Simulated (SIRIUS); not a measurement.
# Sb (Fm-3m) in SIRIUS: reference runs

Reference runs on Sb: the cell as given.

Everything below comes from runs of SIRIUS 7.10.0. Logs are shortened: lines on timing, memory, paths and dates and some standing lists are left out, and cuts for length are marked. The log counts tension as positive stress, the text compression.

### Step 1. The structure

Symmetry: Fm-3m, No. 225, cubic system. The conventional cell has a = 4.742 Å, b = 4.742 Å, c = 4.742 Å, α = 90.00°, β = 90.00°, γ = 90.00°. Around Sb (site symmetry m-3m) lie 12 Sb at 3.35 Å.

This isn't the form of Sb at room conditions, which is rhombohedral.

### Step 2. Single point, PBEsol

sirius.json

```json
{
  "control": {
    "processing_unit": "cpu",
    "verbosity": 2,
    "num_bands_to_print": 14,
    "print_forces": true,
    "print_stress": true
  },
  "parameters": {
    "electronic_structure_method": "pseudopotential",
    "xc_functionals": ["XC_GGA_X_PBE_SOL", "XC_GGA_C_PBE_SOL"],
    "gk_cutoff": 9.0,
    "pw_cutoff": 18.0,
    "ngridk": [10, 10, 10],
    "shiftk": [0, 0, 0],
    "smearing": "fermi_dirac",
    "smearing_width": 0.0018374661,
    "num_bands": 14,
    "num_mag_dims": 0,
    "num_dft_iter": 100,
    "energy_tol": 1e-08,
    "density_tol": 1e-06
  },
  "iterative_solver": {
    "type": "davidson",
    "min_tolerance": 1e-09,
    "tolerance_scale": [0.1, 0.25]
  },
  "mixer": {
    "type": "anderson",
    "beta": 0.7,
    "max_history": 8
  },
  "settings": {
    "tol_ne": 1e-10,
    "pseudo_grid_cutoff": 6.5
  },
  "unit_cell": {
    "lattice_vectors": [
      [0.0, 4.480998940891, 4.480998940891],
      [4.480998940891, 0.0, 4.480998940891],
      [4.480998940891, 4.480998940891, 0.0]
    ],
    "atom_coordinate_units": "lattice",
    "atom_types": ["Sb"],
    "atom_files": {
      "Sb": "Sb.json"
    },
    "atoms": {
      "Sb": [
        [0.0, 0.0, 0.0]
      ]
    }
  }
}
```

Potentials or basis: PseudoDojo 0.4.1 PBEsol standard (scalar relativistic).

On the command line:

```bash
upf_to_json Sb.upf
OMP_NUM_THREADS=1 sirius.scf --input=sirius.json --output=out.json --task=0
```

What it wrote:

```text
[info] SIRIUS version : 7.10.0
[info] number of MPI ranks           : 1
[info] MPI grid                      : 1 1
[info] maximum number of OMP threads : 1
[fft] FFT context for density and potential
[fft] =====================================
[fft]   comm size                             : 1
[fft]   plane wave cutoff                     : 18
[fft]   grid size                             : 40 40 40   total : 64000
[fft]   grid limits                           : -19 20   -19 20   -19 20
[fft]   number of G-vectors within the cutoff : 8919
[fft]   local number of G-vectors             : 8919
[fft]   number of G-shells                    : 508
[fft] FFT context for coarse grid
[fft] =====================================
[fft]   comm size                             : 1
[fft]   plane wave cutoff                     : 18
[fft]   grid size                             : 40 40 40   total : 64000
[fft]   grid limits                           : -19 20   -19 20   -19 20
[fft]   number of G-vectors within the cutoff : 8919
[fft]   local number of G-vectors             : 8919
[fft]   number of G-shells                    : 508
[unit cell] lattice vectors
[unit cell]   a1 :       0.0000000000      4.4809989409      4.4809989409
[unit cell]   a2 :       4.4809989409      0.0000000000      4.4809989409
[unit cell]   a3 :       4.4809989409      4.4809989409      0.0000000000
[unit cell] reciprocal lattice vectors
[unit cell]   b1 :      -0.7010920322      0.7010920322      0.7010920322
[unit cell]   b2 :       0.7010920322     -0.7010920322      0.7010920322
[unit cell]   b3 :       0.7010920322      0.7010920322     -0.7010920322
[unit cell] unit cell volume :       179.95110568 [a.u.^3]
[unit cell] 1/sqrt(omega)    :         0.07454572
[unit cell] MT volume        :         0.00000000 ( 0.00%)
[unit cell] IT volume        :       179.95110568 (100.00%)
[unit cell] number of atom types : 1
[unit cell] type id : 0 symbol : Sb mt_radius :  14.330000 num_atoms : 1
[unit cell] total number of atoms : 1
[unit cell] number of symmetry classes : 1
[unit cell] number of PAW atoms : 0
[unit cell] atom id  type id  class id             position                      vector_field
[unit cell] ------------------------------------------------------------------------------------------
[unit cell]      0        0        0      0.00000   0.00000   0.00000      0.00000   0.00000   0.00000
[unit cell] atom id         position (Cartesian, a.u.)
[unit cell] ---------------------------------------------
[unit cell]      0       0.000000    0.000000    0.000000
[unit cell] class id : 0 atom id : 0
[unit cell] minimum bond length:     6.337089
[unit cell] total number of pseudo wave-functions: 9
[sym] space group number   : 225
[sym] international symbol : Fm-3m
[sym] Hall symbol          : -F 4 2 3
[sym] space group transformation matrix :
[sym]   0.0000  0.5000  0.5000
[sym]   0.5000  0.0000  0.5000
[sym]   0.5000  0.5000  0.0000
[sym] space group origin shift :
[sym]   0.0000  0.0000  0.0000
[sym] number of space group operations  : 48
[sym] number of magnetic group operations : 48
[sym] metric tensor error: 0.0000e+00
[sym] rotation matrix error: 2.6280e-17
[sym] symmetry operations
[... list of symmetry operations ...]
[atom type] label          : Sb
[atom type] --------------------------------------------------------------------------------
[atom type] symbol         : Sb
[atom type] name           :
[atom type] zn             : 15
[atom type] mass           : 0
[atom type] mt_radius      : 14.33
[atom type] num_mt_points  : 1434
[atom type] grid_origin    : 0
[atom type] grid_name      : external
[atom type] number of core electrons    : 0
[atom type] number of valence electrons : 15
[... 196 lines left out ...]
[find] Efermi                         :       0.44657894
[find] iteration : 6, RMS : 3.656440230437e-07, energy difference : -8.450740551780e-09
[find] Hartree energy of density residual : 3.821378512093e-12
[find] | SCF iteration   7 out of 100|
[diagonalize] iterative solver tolerance (occupied, empty): 1.59546e-08 1.59546e-08
[diagonalize] average number of iterations: 3.06383
[find] Total energy                   :     -90.77299407 (Ha),    -181.54598814 (Ry)
[find] Free energy (E-TS)             :     -90.77323605 (Ha),    -181.54647211 (Ry)
[find] band gap (eV)                  :       0.00000000
[find] Efermi                         :       0.44657934
[find] iteration : 7, RMS : 2.878355677717e-07, energy difference : -9.119531796387e-10
[find] Hartree energy of density residual : 3.969932666006e-12
[find] bands are converged : true
[find] iterative solver converged : false
[find] +------------------------------+
[find] | SCF iteration   8 out of 100|
[find] +------------------------------+
[diagonalize] iterative solver tolerance (occupied, empty): 3.98865e-09 3.98865e-09
[diagonalize] average number of iterations: 3.34043
[diagonalize] Lowest band energies
[diagonalize] ik:    0   -0.626768   -0.626768   -0.626768   -0.625314   -0.625314   -0.030768    0.645076    0.645076    0.645076    0.833825    0.835862    0.835862    0.835862    0.888139
[diagonalize] ik:    1   -0.626731   -0.626614   -0.626614   -0.625303   -0.625303   -0.023431    0.582140    0.635864    0.635864    0.786656    0.852329    0.852329    0.905652    0.938677
[diagonalize] ik:    2   -0.626639   -0.626384   -0.626384   -0.625102   -0.625102   -0.001574    0.472340    0.616741    0.616741    0.765013    0.865038    0.865038    0.909120    0.940270
[diagonalize] ik:    3   -0.626533   -0.626406   -0.626406   -0.624544   -0.624544    0.033961    0.365975    0.598743    0.598743    0.755124    0.832753    0.832753    0.860295    0.999863
[diagonalize] ik:    4   -0.626533   -0.626533   -0.626455   -0.623981   -0.623981    0.079188    0.276590    0.586847    0.586847    0.754502    0.806756    0.806756    0.823847    1.084045
[diagonalize] ...
[diagonalize] ik:   42   -0.626918   -0.625661   -0.625086   -0.624679   -0.623738    0.163858    0.317828    0.324124    0.464444    0.699596    0.878353    0.939980    0.954056    1.116528
[diagonalize] ik:   43   -0.627799   -0.626793   -0.624111   -0.623842   -0.623362    0.172462    0.275605    0.420430    0.430276    0.657347    0.678714    1.083837    1.089613    1.221818
[diagonalize] ik:   44   -0.626525   -0.626366   -0.625260   -0.624355   -0.623720    0.144798    0.322950    0.368097    0.439201    0.762332    0.802349    0.870303    1.032589    1.150456
[diagonalize] ik:   45   -0.626428   -0.625921   -0.625485   -0.624674   -0.623532    0.167143    0.307649    0.351773    0.421435    0.771424    0.841166    0.894412    0.933991    1.164023
[diagonalize] ik:   46   -0.626595   -0.626336   -0.625085   -0.624542   -0.623362    0.177410    0.307245    0.357660    0.396129    0.762441    0.793813    0.931586    0.944081    1.241144
[find] Charges and magnetic moments
[find] --------------------------------------------------------------------------------
[find] total charge          : 15.000000
[find] Energy
[find] --------------------------------------------------------------------------------
[find] valence_eval_sum               :      -4.99979651
[find] <rho|V^{XC}>                   :     -13.83570837
[find] <rho|E^{XC}>                   :     -22.51007813
[find] <mag|B^{XC}>                   :       0.00000000
[find] <rho|V^{H}>                    :      39.09008109
[find] one-electron contribution      :     -30.25416923 (Ha),     -60.50833846 (Ry)
[find] hartree contribution           :      19.54504055
[find] xc contribution                :     -22.51007813
[find] ewald contribution             :     -57.55379438
[find] PAW contribution               :       0.00000000
[find] smearing (-TS)                 :      -0.00024199
[find] SCF correction                 :       0.00000712
[find] Total energy                   :     -90.77299407 (Ha),    -181.54598814 (Ry)
[find] Free energy (E-TS)             :     -90.77323606 (Ha),    -181.54647211 (Ry)
[find] band gap (eV)                  :       0.00000000
[find] Efermi                         :       0.44657930
[find] iteration : 8, RMS : 6.557895034274e-08, energy difference : -4.166196276856e-10
[find] Hartree energy of density residual : 4.772984891067e-13
[find] bands are converged : true
[find] iterative solver converged : true
[find] converged after 9 SCF iterations!
[find] Charges and magnetic moments
[find] --------------------------------------------------------------------------------
[find] total charge          : 15.000000
[find] Energy
[find] --------------------------------------------------------------------------------
[find] valence_eval_sum               :      -4.99979651
[find] <rho|V^{XC}>                   :     -13.83570837
[find] <rho|E^{XC}>                   :     -22.51007813
[find] <mag|B^{XC}>                   :       0.00000000
[find] <rho|V^{H}>                    :      39.09008109
[find] one-electron contribution      :     -30.25416923 (Ha),     -60.50833846 (Ry)
[find] hartree contribution           :      19.54504055
[find] xc contribution                :     -22.51007813
[find] ewald contribution             :     -57.55379438
[find] PAW contribution               :       0.00000000
[find] smearing (-TS)                 :      -0.00024199
[find] SCF correction                 :       0.00000712
[find] Total energy                   :     -90.77299407 (Ha),    -181.54598814 (Ry)
[find] Free energy (E-TS)             :     -90.77323606 (Ha),    -181.54647211 (Ry)
[find] band gap (eV)                  :       0.00000000
[find] Efermi                         :       0.44657930
[ground_state] === stress tensor components [kbar] ===
[ground_state] === stress_kin ===
[ground_state] -57984.434162   -0.000000    0.000000
[ground_state]    -0.000000-57984.434162    0.000000
[ground_state]     0.000000    0.000000-57984.434162
[ground_state] === stress_har ===
[ground_state] -10651.687271   -0.000000    0.000000
[ground_state]    -0.000000-10651.687271    0.000000
[ground_state]     0.000000    0.000000-10651.687271
[ground_state] === stress_ewald ===
[ground_state] 31365.758363    0.000000    0.000000
[ground_state]     0.00000031365.758363   -0.000000
[ground_state]     0.000000   -0.00000031365.758363
[ground_state] === stress_vloc ===
[ground_state]  4882.300829    0.000000   -0.000000
[ground_state]     0.000000 4882.300829   -0.000000
[ground_state]    -0.000000   -0.000000 4882.300829
[ground_state] === stress_xc ===
[ground_state] -14003.777383   -0.000000   -0.000000
[ground_state]    -0.000000-14003.777383    0.000000
[ground_state]    -0.000000    0.000000-14003.777383
[ground_state] === stress_core ===
[ground_state] 21614.958710    0.000000   -0.000000
[ground_state]     0.00000021614.958710   -0.000000
[ground_state]    -0.000000   -0.00000021614.958710
[ground_state] === stress_nonloc ===
[ground_state] 24788.653661    0.000000    0.000000
[ground_state]     0.00000024788.653661   -0.000000
[ground_state]     0.000000   -0.00000024788.653661
[ground_state] === stress_us_nl ===
[ground_state] 24788.653661    0.000000    0.000000
[ground_state]     0.00000024788.653661   -0.000000
[ground_state]     0.000000   -0.00000024788.653661
[ground_state] === stress_total ===
[ground_state]    11.772747   -0.000000    0.000000
[ground_state]    -0.000000   11.772747    0.000000
[ground_state]     0.000000    0.000000   11.772747
[ground_state] ==== total Forces in Ha/bohr =====
[ground_state] atom:    0, force:       0.0000000      0.0000000      0.0000000
[ground_state] ==== ultrasoft contribution from Qij =====
[ground_state] atom:    0, force:       0.0000000      0.0000000      0.0000000
[ground_state] ==== non-local contribution from Beta-projector =====
[ground_state] atom:    0, force:       0.0000000      0.0000000      0.0000000
[ground_state] ==== contribution from local potential =====
[ground_state] atom:    0, force:       0.0000000      0.0000000      0.0000000
[ground_state] ==== contribution from core density =====
[ground_state] atom:    0, force:       0.0000000      0.0000000      0.0000000
[ground_state] ==== Ewald forces from ions =====
[ground_state] atom:    0, force:       0.0000000      0.0000000      0.0000000
[~DFT_ground_state] local op. applied: 14935
[~DFT_ground_state] evp. work count: 4499.75
[~DFT_ground_state] number of iterative solver steps: 1648
```

Wall time 20 s (1 thread of Arm Neoverse V2, shared host); peak memory 0.31 GiB.

What came out:

```
Free energy            : -2470.0656 eV
Pressure               : -1.2 GPa
Band gap on the k mesh : none (metal or under the smearing width)
```

Spin-orbit coupling is left out, which matters for the levels of Sb.
